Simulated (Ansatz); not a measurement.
The following input was run with Ansatz 0.2.0.

```yaml
crystal:
  lattice:
    - [11.7, 0.0, 0.0]
    - [0.0, 9.3, 0.0]
    - [0.0, 0.0, 5.1734810491]
  atoms:
    - { symbol: Ta, position: [0.3839283098, 0.5, 0.0], spin: 1.5 }
    - { symbol: Ta, position: [0.3839283098, 0.5, 0.5], spin: 1.5 }
    - { symbol: Ta, position: [0.6160716902, 0.5, 0.0], spin: 1.5 }
    - { symbol: Ta, position: [0.6160716902, 0.5, 0.5], spin: 1.5 }
basis:
  ecutwfc: 420
kpoints:
  mp_grid: { grid: [1, 1, 13] }
hamiltonian:
  xc: pbe
scf:
  occupations: { method: gaussian, width: 0.05 }
output:
  forces: true
  stress: true
  eigenvalues: true
  populations: true
  write_density: true
  write_potential: true
  elf: true
  volumetric_format: npy
magnetization:
  spin_polarized: true
relax:
  adjacent_minimum: "off"
  f_tol: 0.01
  max_steps: 45
  cell: { fix: [a, b, alpha, beta, gamma], stress_tol: 0.03 }
```

Launched with
```bash
ansatz run input.yaml --threads 2 --pin off --max-ram 5120MiB --backend cpu --events-out ev --progress --plain --runs-dir out
```

The calculation used DFT PBE, scalar-relativistic, plane waves, PAW in Ansatz.

Abridged output (iterations and final results):

```
SCF iter   1: F=—  HF=-39713.510351 eV  |F-HF|=—  |Δ(HF+E_count)|=         —  Δρ=1.57e-2 (↑1.22e-2 ↓1.57e-2) dr2=1.18e1  dr2_m=1.79e-1  M=4.571 μB ∫|m|=4.571 μB  β_m=0.30  ethr=3.10e-3  ⟨swp⟩=7.2  Hψ=2025  notcnv=0
Mixer restart at iter 1: flushing history
spin=Collinear: LDOS preconditioning applied to the charge; magnetization (m = ρ↑ − ρ↓) channel mixes plain (no charge-response kernel on spin).
SCF iter   2: F=—  HF=-39712.580549 eV  |F-HF|=—  |Δ(HF+E_count)|=   9.30e-1  Δρ=1.07e-2 (↑8.74e-3 ↓1.07e-2) dr2=4.31e0  dr2_m=1.25e-1  M=4.350 μB ∫|m|=4.350 μB  β_m=0.52  ethr=3.10e-3  ⟨swp⟩=3.0  Hψ=922  notcnv=0  defer=23
SCF iter   3: F=—  HF=-39712.409646 eV  |F-HF|=—  |Δ(HF+E_count)|=   1.71e-1  Δρ=4.92e-3 (↑4.92e-3 ↓4.29e-3) dr2=1.79e-1  dr2_m=4.67e-2  M=3.471 μB ∫|m|=3.483 μB  β_m=0.72  ethr=3.10e-3  ⟨swp⟩=3.8  Hψ=1006  notcnv=0  defer=24
SCF iter   4: F=—  HF=-39712.872767 eV  |F-HF|=—  |Δ(HF+E_count)|=         —  Δρ=4.01e-3 (↑4.01e-3 ↓3.77e-3) dr2=5.39e-2  dr2_m=5.77e-2  M=2.090 μB ∫|m|=2.124 μB  β_m=0.72  ethr=3.44e-4  ⟨swp⟩=2.6  Hψ=855  notcnv=0  defer=20
SCF iter   5: F=—  HF=-39712.956517 eV  |F-HF|=—  |Δ(HF+E_count)|=   8.37e-2  Δρ=2.63e-3 (↑2.63e-3 ↓2.57e-3) dr2=9.06e-3  dr2_m=3.07e-2  M=1.263 μB ∫|m|=1.339 μB  β_m=0.70  ethr=1.04e-4  ⟨swp⟩=2.6  Hψ=782  notcnv=0  defer=20
SCF iter   6: F=—  HF=-39713.003507 eV  |F-HF|=—  |Δ(HF+E_count)|=   4.70e-2  Δρ=7.29e-4 (↑7.29e-4 ↓6.99e-4) dr2=1.88e-3  dr2_m=2.07e-3  M=0.787 μB ∫|m|=0.913 μB  β_m=0.76  ethr=1.74e-5  ⟨swp⟩=2.6  Hψ=997  notcnv=0  defer=20
SCF iter   7: F=—  HF=-39713.005300 eV  |F-HF|=—  |Δ(HF+E_count)|=   1.79e-3  Δρ=2.93e-4 (↑2.91e-4 ↓2.93e-4) dr2=2.24e-4  dr2_m=4.07e-4  M=0.788 μB ∫|m|=0.904 μB  β_m=0.88  ethr=3.62e-6  ⟨swp⟩=2.6  Hψ=843  notcnv=0  defer=17
SCF iter   8: F=—  HF=-39713.006465 eV  |F-HF|=—  |Δ(HF+E_count)|=   1.17e-3  Δρ=1.45e-4 (↑1.27e-4 ↓1.45e-4) dr2=5.02e-5  dr2_m=7.94e-5  M=0.768 μB ∫|m|=0.895 μB  β_m=0.87  ethr=4.30e-7  ⟨swp⟩=3.0  Hψ=936  notcnv=0  defer=17
SCF iter   9: F=—  HF=-39713.006551 eV  |F-HF|=—  |Δ(HF+E_count)|=   8.57e-5  Δρ=6.77e-5 (↑4.02e-5 ↓6.77e-5) dr2=1.02e-5  dr2_m=1.38e-5  M=0.769 μB ∫|m|=0.904 μB  β_m=0.94  ethr=9.66e-8  ⟨swp⟩=2.1  Hψ=745  notcnv=0  defer=17
SCF iter  10: F=—  HF=-39713.006633 eV  |F-HF|=—  |Δ(HF+E_count)|=   8.21e-5  Δρ=4.03e-5 (↑3.01e-5 ↓4.03e-5) dr2=2.43e-6  dr2_m=5.94e-6  M=0.769 μB ∫|m|=0.919 μB  β_m=0.97  ethr=1.96e-8  ⟨swp⟩=3.0  Hψ=963  notcnv=0  defer=17
SCF iter  11: F=—  HF=-39713.006673 eV  |F-HF|=—  |Δ(HF+E_count)|=   4.01e-5  Δρ=3.28e-5 (↑1.59e-5 ↓3.28e-5) dr2=2.92e-6  dr2_m=2.75e-6  M=0.767 μB ∫|m|=0.932 μB  β_m=0.98  ethr=4.67e-9  ⟨swp⟩=3.0  Hψ=1006  notcnv=0  defer=17
SCF iter  12: F=—  HF=-39713.006694 eV  |F-HF|=—  |Δ(HF+E_count)|=   2.07e-5  Δρ=7.39e-6 (↑5.98e-6 ↓7.39e-6) dr2=2.44e-7  dr2_m=1.88e-7  M=0.767 μB ∫|m|=0.949 μB  β_m=0.99  ethr=4.67e-9  ⟨swp⟩=3.4  Hψ=1054  notcnv=0  defer=17
SCF iter  13: F=—  HF=-39713.006694 eV  |F-HF|=—  |Δ(HF+E_count)|=   5.33e-7  Δρ=2.08e-6 (↑1.11e-6 ↓2.08e-6) dr2=8.35e-8  dr2_m=7.85e-9  M=0.767 μB ∫|m|=0.952 μB  β_m=0.95  ethr=4.69e-10  ⟨swp⟩=3.0  Hψ=1002  notcnv=0  defer=17
SCF iter  14: F=—  HF=-39713.006694 eV  |F-HF|=—  |Δ(HF+E_count)|=   6.76e-8  Δρ=4.46e-7 (↑4.46e-7 ↓4.27e-7) dr2=3.18e-9  dr2_m=5.10e-10  M=0.767 μB ∫|m|=0.951 μB  β_m=0.92  ethr=1.61e-10  ⟨swp⟩=2.6  Hψ=863  notcnv=0  defer=17
SCF iter  15: F=-39713.006694 eV  HF=-39713.006694 eV  |F-HF|=2.55e-10  |Δ(HF+E_count)|=   2.85e-9  Δρ=1.43e-7 (↑1.43e-7 ↓1.07e-7) dr2=7.80e-11  dr2_m=6.60e-11  M=0.767 μB ∫|m|=0.951 μB  ethr=6.12e-12  ⟨swp⟩=12.8  Hψ=3134  notcnv=0
SCF 1 converged in 15 iterations: F = -39713.006694 eV  dr2 = 7.80e-11
relax step   1: F+E_penalty+E_count = -39713.00669447 eV  Δ(F+E_penalty+E_count) = +0.000e0 eV  max|allowed force component| = 9.555e-1 eV/Å  Δτ_max = 0.0000 Å  P = -0.958 GPa  Ω = 562.926 Å³  fix = [a, b, alpha, beta, gamma]  reactions: a -1.460, b -0.042 GPa (15 SCF iters, dr2 threshold 1.00e-7 eV, accepted)
Crystal: 4 atoms, lattice volume = 550.926 Å³
Basis set: ecut = 420 eV, 10777 PW (Γ), exchange–correlation on 160×128×72 points (8 copies of the dense FFT grid, shifted against one another)
Initial density: handed on by an earlier stage of this run
Starting moments: Σ|m| = 6 μB on 4 of 4 sites; this step starts from the density that it was given
Initial wavefunctions: those handed on with the density
SCF iter   1: F=—  HF=-39711.752536 eV  |F-HF|=—  |Δ(HF+E_count)|=         —  Δρ=1.03e-2 (↑1.01e-2 ↓1.03e-2) dr2=2.06e0  dr2_m=2.64e-1  M=0.288 μB ∫|m|=0.389 μB  β_m=0.30  ethr=3.10e-3  ⟨swp⟩=11.1  Hψ=2344  notcnv=0
spin=Collinear: LDOS preconditioning applied to the charge; magnetization (m = ρ↑ − ρ↓) channel mixes plain (no charge-response kernel on spin).
SCF iter   2: F=—  HF=-39712.041416 eV  |F-HF|=—  |Δ(HF+E_count)|=   2.89e-1  Δρ=7.51e-3 (↑7.51e-3 ↓6.65e-3) dr2=6.88e-1  dr2_m=1.40e-1  M=0.277 μB ∫|m|=0.344 μB  β_m=0.52  ethr=3.10e-3  ⟨swp⟩=2.5  Hψ=739  notcnv=0  defer=26
SCF iter   3: F=—  HF=-39712.395919 eV  |F-HF|=—  |Δ(HF+E_count)|=   3.55e-1  Δρ=2.65e-3 (↑2.65e-3 ↓2.22e-3) dr2=4.56e-2  dr2_m=1.02e-2  M=0.256 μB ∫|m|=0.278 μB  β_m=0.71  ethr=1.32e-3  ⟨swp⟩=3.1  Hψ=795  notcnv=0  defer=29
SCF iter   4: F=—  HF=-39712.460865 eV  |F-HF|=—  |Δ(HF+E_count)|=   6.49e-2  Δρ=1.01e-3 (↑1.01e-3 ↓9.57e-4) dr2=8.50e-3  dr2_m=2.30e-4  M=0.281 μB ∫|m|=0.290 μB  β_m=0.86  ethr=8.76e-5  ⟨swp⟩=2.1  Hψ=904  notcnv=0  defer=33
SCF iter   5: F=—  HF=-39712.481111 eV  |F-HF|=—  |Δ(HF+E_count)|=   2.02e-2  Δρ=3.19e-4 (↑3.19e-4 ↓2.90e-4) dr2=6.59e-4  dr2_m=3.99e-5  M=0.300 μB ∫|m|=0.306 μB  β_m=0.93  ethr=1.64e-5  ⟨swp⟩=2.0  Hψ=718  notcnv=0  defer=33
SCF iter   6: F=—  HF=-39712.483814 eV  |F-HF|=—  |Δ(HF+E_count)|=   2.70e-3  Δρ=5.78e-5 (↑5.26e-5 ↓5.78e-5) dr2=4.56e-5  dr2_m=1.51e-6  M=0.304 μB ∫|m|=0.310 μB  β_m=0.96  ethr=1.27e-6  ⟨swp⟩=2.1  Hψ=844  notcnv=0  defer=33
SCF iter   7: F=—  HF=-39712.483909 eV  |F-HF|=—  |Δ(HF+E_count)|=   9.51e-5  Δρ=1.63e-5 (↑1.63e-5 ↓1.50e-5) dr2=6.23e-6  dr2_m=4.93e-8  M=0.305 μB ∫|m|=0.310 μB  β_m=0.94  ethr=8.76e-8  ⟨swp⟩=2.5  Hψ=908  notcnv=0  defer=33
SCF iter   8: F=—  HF=-39712.483918 eV  |F-HF|=—  |Δ(HF+E_count)|=   8.37e-6  Δρ=3.48e-6 (↑3.48e-6 ↓3.42e-6) dr2=3.72e-7  dr2_m=5.49e-9  M=0.305 μB ∫|m|=0.310 μB  β_m=0.95  ethr=1.20e-8  ⟨swp⟩=2.5  Hψ=771  notcnv=0  defer=33
SCF iter   9: F=-39712.483918 eV  HF=-39712.483918 eV  |F-HF|=5.96e-9  |Δ(HF+E_count)|=   2.14e-7  Δρ=7.33e-7 (↑7.33e-7 ↓6.92e-7) dr2=1.10e-8  dr2_m=1.07e-9  M=0.305 μB ∫|m|=0.310 μB  β_m=0.98  ethr=7.16e-10  ⟨swp⟩=16.9  Hψ=3775  notcnv=0
SCF iter  10: F=-39712.483918 eV  HF=-39712.483918 eV  |F-HF|=1.86e-9  |Δ(HF+E_count)|=   1.21e-8  Δρ=2.97e-7 (↑2.97e-7 ↓2.38e-7) dr2=1.92e-9  dr2_m=8.79e-11  M=0.305 μB ∫|m|=0.310 μB  ethr=2.12e-11  ⟨swp⟩=6.8  Hψ=2875  notcnv=0
SCF 2 converged in 10 iterations: F = -39712.483918 eV  dr2 = 1.92e-9
relax step   2: F+E_penalty+E_count = -39712.48391794 eV  Δ(F+E_penalty+E_count) = +5.228e-1 eV  max|allowed force component| = 2.637e0 eV/Å  Δτ_max = 0.1950 Å  P = +2.342 GPa  Ω = 550.926 Å³  energy of the carried Pulay correction = +4.840e-4 eV  fix = [a, b, alpha, beta, gamma]  (10 SCF iters, dr2 threshold 4.00e-7 eV, rejected (line search))
   ...
SCF iter   6: F=—  HF=-39713.181701 eV  |F-HF|=—  |Δ(HF+E_count)|=   2.03e-5  Δρ=4.97e-6 (↑4.97e-6 ↓3.41e-6) dr2=6.76e-7  dr2_m=4.84e-8  M=2.012 μB ∫|m|=2.058 μB  β_m=0.98  ethr=9.24e-9  ⟨swp⟩=2.5  Hψ=741  notcnv=0
SCF iter   7: F=—  HF=-39713.181703 eV  |F-HF|=—  |Δ(HF+E_count)|=   1.44e-6  Δρ=1.48e-6 (↑1.44e-6 ↓1.48e-6) dr2=1.03e-7  dr2_m=3.61e-9  M=2.014 μB ∫|m|=2.060 μB  β_m=0.99  ethr=1.30e-9  ⟨swp⟩=2.9  Hψ=811  notcnv=0
SCF iter   8: F=-39713.181703 eV  HF=-39713.181703 eV  |F-HF|=6.08e-8  |Δ(HF+E_count)|=   5.39e-7  Δρ=9.38e-7 (↑9.16e-7 ↓9.38e-7) dr2=1.80e-8  dr2_m=2.10e-9  M=2.014 μB ∫|m|=2.060 μB  β_m=0.99  ethr=1.97e-10  ⟨swp⟩=9.7  Hψ=3186  notcnv=0
SCF iter   9: F=-39713.181703 eV  HF=-39713.181703 eV  |F-HF|=2.57e-9  |Δ(HF+E_count)|=   4.33e-8  Δρ=2.41e-7 (↑2.18e-7 ↓2.41e-7) dr2=1.07e-9  dr2_m=1.10e-10  M=2.014 μB ∫|m|=2.060 μB  ethr=3.47e-11  ⟨swp⟩=7.4  Hψ=2902  notcnv=0
SCF 5 converged in 9 iterations: F = -39713.181703 eV  dr2 = 1.07e-9
relax step   5: F+E_penalty+E_count = -39713.18170318 eV  Δ(F+E_penalty+E_count) = -2.056e-3 eV  max|allowed force component| = 5.477e-2 eV/Å  Δτ_max = 0.0111 Å  P = +0.062 GPa  Ω = 558.621 Å³  energy of the carried Pulay correction = +1.725e-4 eV  fix = [a, b, alpha, beta, gamma]  reactions: a +0.092, b -0.043 GPa (9 SCF iters, dr2 threshold 4.00e-7 eV, accepted)
Crystal: 4 atoms, lattice volume = 559.558 Å³
SCF iter   1: F=—  HF=-39713.181696 eV  |F-HF|=—  |Δ(HF+E_count)|=         —  Δρ=1.30e-4 (↑1.15e-4 ↓1.30e-4) dr2=1.50e-4  dr2_m=4.90e-5  M=2.018 μB ∫|m|=2.065 μB  β_m=0.65  ethr=2.20e-7  ⟨swp⟩=3.0  Hψ=2590  notcnv=0
spin=Collinear: LDOS preconditioning applied to the charge; magnetization (m = ρ↑ − ρ↓) channel mixes plain (no charge-response kernel on spin).
SCF iter   2: F=—  HF=-39713.182260 eV  |F-HF|=—  |Δ(HF+E_count)|=   5.64e-4  Δρ=6.99e-5 (↑6.99e-5 ↓5.72e-5) dr2=5.86e-5  dr2_m=8.65e-6  M=2.015 μB ∫|m|=2.061 μB  β_m=0.43  ethr=2.20e-7  ⟨swp⟩=2.4  Hψ=820  notcnv=0
SCF iter   3: F=—  HF=-39713.182272 eV  |F-HF|=—  |Δ(HF+E_count)|=   1.18e-5  Δρ=4.98e-5 (↑4.98e-5 ↓4.70e-5) dr2=2.78e-5  dr2_m=5.14e-6  M=2.014 μB ∫|m|=2.060 μB  β_m=0.71  ethr=1.13e-7  ⟨swp⟩=1.1  Hψ=491  notcnv=0
SCF iter   4: F=—  HF=-39713.182295 eV  |F-HF|=—  |Δ(HF+E_count)|=   2.25e-5  Δρ=1.24e-5 (↑1.20e-5 ↓1.24e-5) dr2=9.97e-7  dr2_m=2.02e-7  M=2.009 μB ∫|m|=2.055 μB  β_m=0.77  ethr=5.35e-8  ⟨swp⟩=2.9  Hψ=910  notcnv=0
SCF iter   5: F=—  HF=-39713.182299 eV  |F-HF|=—  |Δ(HF+E_count)|=   4.24e-6  Δρ=4.95e-6 (↑4.54e-6 ↓4.95e-6) dr2=2.79e-7  dr2_m=5.47e-8  M=2.008 μB ∫|m|=2.054 μB  β_m=0.81  ethr=1.92e-9  ⟨swp⟩=3.1  Hψ=869  notcnv=0
SCF iter   6: F=-39713.182299 eV  HF=-39713.182299 eV  |F-HF|=2.14e-8  |Δ(HF+E_count)|=   1.72e-7  Δρ=1.74e-6 (↑1.74e-6 ↓1.60e-6) dr2=1.90e-8  dr2_m=9.88e-9  M=2.008 μB ∫|m|=2.054 μB  β_m=0.91  ethr=3.61e-10  ⟨swp⟩=8.9  Hψ=3351  notcnv=0
SCF iter   7: F=-39713.182299 eV  HF=-39713.182299 eV  |F-HF|=2.52e-9  |Δ(HF+E_count)|=   5.70e-8  Δρ=6.82e-7 (↑6.47e-7 ↓6.82e-7) dr2=3.97e-9  dr2_m=1.74e-9  M=2.007 μB ∫|m|=2.053 μB  β_m=0.95  ethr=3.65e-11  ⟨swp⟩=7.2  Hψ=2942  notcnv=0
SCF iter   8: F=-39713.182299 eV  HF=-39713.182299 eV  |F-HF|=2.33e-10  |Δ(HF+E_count)|=   1.04e-8  Δρ=3.10e-7 (↑3.01e-7 ↓3.10e-7) dr2=8.27e-10  dr2_m=2.92e-10  M=2.007 μB ∫|m|=2.053 μB  ethr=7.63e-12  ⟨swp⟩=6.5  Hψ=2849  notcnv=0
SCF 6 converged in 8 iterations: F = -39713.182299 eV  dr2 = 8.27e-10
relax step   6: F+E_penalty+E_count = -39713.18229874 eV  Δ(F+E_penalty+E_count) = -5.956e-4 eV  max|allowed force component| = 1.310e-2 eV/Å  Δτ_max = 0.0027 Å  P = -0.015 GPa  Ω = 559.558 Å³  energy of the carried Pulay correction = +1.348e-4 eV  fix = [a, b, alpha, beta, gamma]  reactions: a -0.007, b -0.043 GPa (8 SCF iters, dr2 threshold 1.87e-7 eV, accepted)
Crystal: 4 atoms, lattice volume = 559.701 Å³
SCF iter   1: F=—  HF=-39713.182195 eV  |F-HF|=—  |Δ(HF+E_count)|=         —  Δρ=4.96e-5 (↑4.32e-5 ↓4.96e-5) dr2=1.80e-5  dr2_m=7.45e-6  M=2.016 μB ∫|m|=2.061 μB  β_m=0.65  ethr=2.49e-8  ⟨swp⟩=3.0  Hψ=2380  notcnv=0
spin=Collinear: LDOS preconditioning applied to the charge; magnetization (m = ρ↑ − ρ↓) channel mixes plain (no charge-response kernel on spin).
SCF iter   2: F=—  HF=-39713.182302 eV  |F-HF|=—  |Δ(HF+E_count)|=   1.08e-4  Δρ=2.40e-5 (↑2.29e-5 ↓2.40e-5) dr2=1.95e-6  dr2_m=2.08e-6  M=2.019 μB ∫|m|=2.064 μB  β_m=0.61  ethr=2.49e-8  ⟨swp⟩=2.3  Hψ=810  notcnv=0
SCF iter   3: F=—  HF=-39713.182318 eV  |F-HF|=—  |Δ(HF+E_count)|=   1.54e-5  Δρ=1.39e-5 (↑1.22e-5 ↓1.39e-5) dr2=8.81e-7  dr2_m=6.42e-7  M=2.022 μB ∫|m|=2.067 μB  β_m=0.80  ethr=3.76e-9  ⟨swp⟩=2.6  Hψ=871  notcnv=0
SCF iter   4: F=—  HF=-39713.182319 eV  |F-HF|=—  |Δ(HF+E_count)|=   7.29e-7  Δρ=5.44e-6 (↑5.44e-6 ↓5.42e-6) dr2=1.11e-7  dr2_m=1.13e-7  M=2.025 μB ∫|m|=2.070 μB  β_m=0.90  ethr=1.69e-9  ⟨swp⟩=2.2  Hψ=804  notcnv=0
SCF iter   5: F=—  HF=-39713.182319 eV  |F-HF|=—  |Δ(HF+E_count)|=   3.81e-7  Δρ=1.99e-6 (↑1.99e-6 ↓1.83e-6) dr2=5.23e-8  dr2_m=1.34e-8  M=2.027 μB ∫|m|=2.072 μB  β_m=0.95  ethr=2.14e-10  ⟨swp⟩=3.1  Hψ=993  notcnv=0
SCF iter   6: F=-39713.182319 eV  HF=-39713.182319 eV  |F-HF|=1.67e-9  |Δ(HF+E_count)|=   6.33e-8  Δρ=5.90e-7 (↑5.90e-7 ↓5.36e-7) dr2=2.54e-9  dr2_m=9.13e-10  M=2.027 μB ∫|m|=2.073 μB  β_m=0.98  ethr=2.06e-11  ⟨swp⟩=8.1  Hψ=3091  notcnv=0
SCF iter   7: F=-39713.182319 eV  HF=-39713.182319 eV  |F-HF|=2.33e-10  |Δ(HF+E_count)|=   2.88e-9  Δρ=9.75e-8 (↑9.75e-8 ↓8.68e-8) dr2=2.02e-10  dr2_m=8.13e-12  M=2.027 μB ∫|m|=2.073 μB  ethr=4.89e-12  ⟨swp⟩=6.6  Hψ=2795  notcnv=0
SCF 7 converged in 7 iterations: F = -39713.182319 eV  dr2 = 2.02e-10
relax step   7: F+E_penalty+E_count = -39713.18231898 eV  Δ(F+E_penalty+E_count) = -2.025e-5 eV  max|allowed force component| = 4.851e-4 eV/Å  Δτ_max = 0.0008 Å  P = -0.010 GPa  Ω = 559.701 Å³  energy of the carried Pulay correction = +1.291e-4 eV  fix = [a, b, alpha, beta, gamma]  reactions: a +0.011, b -0.043 GPa (7 SCF iters, dr2 threshold 1.07e-8 eV, accepted)
Initial wavefunctions: pseudopotential atomic-orbital guess (no wavefunctions were taken with the density)
SCF iter   1: F=—  HF=-39713.182096 eV  |F-HF|=—  |Δ(HF+E_count)|=         —  Δρ=2.26e-6 (↑2.26e-6 ↓2.16e-6) dr2=1.26e-8  dr2_m=1.82e-10  M=2.027 μB ∫|m|=2.073 μB  β_m=0.65  ethr=1.10e-7  ⟨swp⟩=4.6  Hψ=3725  notcnv=0
spin=Collinear: LDOS preconditioning applied to the charge; magnetization (m = ρ↑ − ρ↓) channel mixes plain (no charge-response kernel on spin).
SCF iter   2: F=—  HF=-39713.182200 eV  |F-HF|=—  |Δ(HF+E_count)|=   1.04e-4  Δρ=7.57e-7 (↑7.57e-7 ↓7.29e-7) dr2=1.61e-9  dr2_m=3.27e-11  M=2.027 μB ∫|m|=2.073 μB  β_m=0.60  ethr=2.43e-11  ⟨swp⟩=3.8  Hψ=1069  notcnv=0
SCF iter   3: F=—  HF=-39713.182200 eV  |F-HF|=—  |Δ(HF+E_count)|=   3.22e-9  Δρ=1.44e-7 (↑1.44e-7 ↓1.37e-7) dr2=1.94e-10  dr2_m=4.47e-12  M=2.027 μB ∫|m|=2.073 μB  β_m=0.60  ethr=3.09e-12  ⟨swp⟩=2.0  Hψ=632  notcnv=0
SCF iter   4: F=—  HF=-39713.182200 eV  |F-HF|=—  |Δ(HF+E_count)|=   1.21e-9  Δρ=5.54e-8 (↑5.54e-8 ↓5.00e-8) dr2=3.50e-11  dr2_m=1.59e-12  M=2.027 μB ∫|m|=2.073 μB  β_m=0.78  ethr=1.00e-12  ⟨swp⟩=2.0  Hψ=625  notcnv=0
SCF iter   5: F=-39713.182200 eV  HF=-39713.182200 eV  |F-HF|=7.28e-12  |Δ(HF+E_count)|=  4.37e-11  Δρ=1.30e-8 (↑1.30e-8 ↓1.08e-8) dr2=2.49e-12  dr2_m=1.24e-13  M=2.027 μB ∫|m|=2.073 μB  ethr=1.00e-12  ⟨swp⟩=7.7  Hψ=2318  notcnv=0
the search or the solves at the SCF's close seem to have found levels that the self-consistency loop had missed (the run counts 3). By its estimate they hold under 1e-12 electrons; where the run keeps them, the occupations were computed again with them
SCF 8 converged in 5 iterations: F = -39713.182200 eV  dr2 = 2.49e-12
WARN: The output density's exchange-correlation potential varies sharply where the density is thin. Do not read a vacuum level from v_tot or v_xc, or from such a field of the output density. On a cell that repeats whose density bears no net charge and no dipole along the vacuum's axis use v_es (v_loc + v_h of the components); under efield.dipole_correction with no amplitude use v_es + v_field, which holds any external_charges[].barrier, or the levels of the report's work_function block, which leave it out; under a non-zero efield.amplitude the vacuum is tilted and has no level; on a cell that repeats and bears such a dipole with no correction it is tilted too, and efield.dipole_correction wi ...
SCF converged after 5 iterations
Magnetization: 2.0275 μB (27.0137 up, 24.9863 down)
Absolute magnetization: 2.0733 μB (∫|ρ↑−ρ↓|, with the PAW one-centre terms)
Spin contamination: 0.0219 ħ² per cell (⟨S²⟩ above its minimum at these occupations)
Per-site moments (μB) at R_I (Å): [(0.22512988, 1.05579275), (0.22512988, 1.05579275), (0.22512988, 1.05579275), (0.22512988, 1.05579275)]
Free energy (F): -39713.182200 eV
Harris-Foulkes:  -39713.182200 eV  (|F-HF|=7.28e-12)
Internal energy: -39713.175004 eV  (E = F + TS)
E sigma→0 (E₀):  -39713.178602 eV
Entropy (-TS):   -0.007196 eV (-1.799 meV/atom)
Fermi energy:    -1.049396 eV
--- Per-component energies (eV) ---
  E_band       = -1446.419850
  E_kinetic    = 1451.727939
  E_local      = -13168.200803  (includes V_loc(G=0)·N_el)
  E_nonlocal   = 67.392328
  E_hartree    = 5724.739704
  E_xc         = -860.073241
  E_vxc        = -797.638788  (∫ρ·V_xc dr)
  E_paw        = -33585.876644  (= ΣΔE_a)
  E_vpaw       = -449.180646  (= ΣTr[D̂ρ^β])
  E_aug_tail   = 0.000598  (compensation charges beyond the density's cutoff)
  E_ewald      = 657.115116
  E_smearing   = -0.007196  (= −TS)
--- Forces (eV/Å), atoms counted from 1 ---
  atom   1  Ta     0.00047937     0.00000000     0.00000000
  atom   2  Ta     0.00047937     0.00000000     0.00000000
  atom   3  Ta    -0.00047937     0.00000000     0.00000000
  atom   4  Ta    -0.00047937     0.00000000     0.00000000
--- Stress (GPa, compression-positive) ---
        0.011272       0.000000       0.000000
        0.000000      -0.043189       0.000000
        0.000000       0.000000       0.000604
  P = ⅓ Tr σ = -0.0104 GPa (-0.104 kbar)
--- Band table (eV; the first three rows and the last of 14) ---
  k-point 0 ↑: bands = ["-68.8782", "-68.7867", "-68.7024", "-68.6132", "-36.2674", "-36.1223", "-35.9041", "-35.6559", "-35.6404", "-35.5332", "-35.4178", "-35.3051", "-34.9061", "-34.6922", "-34.3142", "-34.2198", "-6.0550", "-4.5906", "-4.3192", "-3.1819", "-3.0648", "-2.4688", "-2.2935", "-1.8445", "-1.4794", "-1.4733", "-1.4223", "-0.5173", "-0.1840", "-0.0276", "0.0461", "0.3113", "0.4722", "1.2346", "2.0807"]
  k-point 1 ↑: bands = ["-68.8757", "-68.7842", "-68.7049", "-68.6157", "-36.2420", "-36.0975", "-35.9004", "-35.6526", "-35.6443", "-35.5300", "-35.4214", "-35.3085", "-34.9032", "-34.6954", "-34.3461", "-34.2507", "-5.9740", "-4.4936", "-4.2725", "-3.1393", "-3.0179", "-2.4495", "-2.2478", "-1.8219", "-1.5386", "-1.4391", "-1.4014", "-0.5503", "-0.1746", "-0.0451", "0.0628", "0.2267", "0.3939", "1.1833", "2.0844"]
  k-point 2 ↑: bands = ["-68.8683", "-68.7769", "-68.7125", "-68.6232", "-36.1668", "-36.0240", "-35.8894", "-35.6559", "-35.6426", "-35.5205", "-35.4318", "-35.3185", "-34.8944", "-34.7047", "-34.4394", "-34.3411", "-5.7388", "-4.2093", "-4.1348", "-3.0134", "-2.8750", "-2.3926", "-2.1121", "-1.7539", "-1.7095", "-1.3464", "-1.3346", "-0.6445", "-0.1510", "-0.1066", "0.0162", "0.1117", "0.1467", "1.0426", "2.0283"]
  k-point 6 ↓: bands = ["-68.6791", "-68.6581", "-68.5888", "-68.5680", "-35.6116", "-35.5807", "-35.4061", "-35.3777", "-35.2878", "-35.2756", "-35.2606", "-35.1501", "-35.0433", "-34.9241", "-34.6283", "-34.6036", "-3.7791", "-3.4368", "-1.8683", "-1.8578", "-1.8253", "-1.5011", "-1.4586", "-1.2074", "-0.9921", "-0.9145", "-0.8506", "-0.6940", "-0.5505", "-0.4478", "-0.1740", "0.2188", "0.2798", "0.6660", "0.9104"]
--- Relaxed structure (7 steps of the walk, 6 accepted, 1 SCFs on fresh bases) ---
  F+E_penalty+E_count = -39713.18220014 eV   max|allowed force component| = 4.794e-4 eV/Å   (the final SCF, on the basis selected at the relaxed cell)
  cell:  # Å, volume = 559.7014 Å³
    - [11.7, -1.08114959e-142, 0.0]
    - [-8.59375316e-143, 9.3, 0.0]
    - [0.0, 0.0, 5.14384188]
  atoms:
    - { symbol: Ta, position: [0.39061976, 0.5, 0.0] }
    - { symbol: Ta, position: [0.39061976, 0.5, 0.50000000] }
    - { symbol: Ta, position: [0.60938023, 0.5, 0.0] }
    - { symbol: Ta, position: [0.60938023, 0.5, 0.50000000] }
--- Löwdin populations: 4 sites ---
  site symbol q [e]    m [muB]
     0     Ta     12.9506     0.5012
     1     Ta     12.9506     0.5012
     2     Ta     12.9506     0.5012
     3     Ta     12.9506     0.5012
  spilling = 0.003803 (of n_electrons = 52.000000)
```

The relaxation met its thresholds.

The run took 110 s on 2 threads of AMD EPYC 7R43 64-Core Processor (Zen 3) (shared host), peak memory 0.91 GiB.

Spin-orbit coupling is left out, which matters for the bands of heavy elements.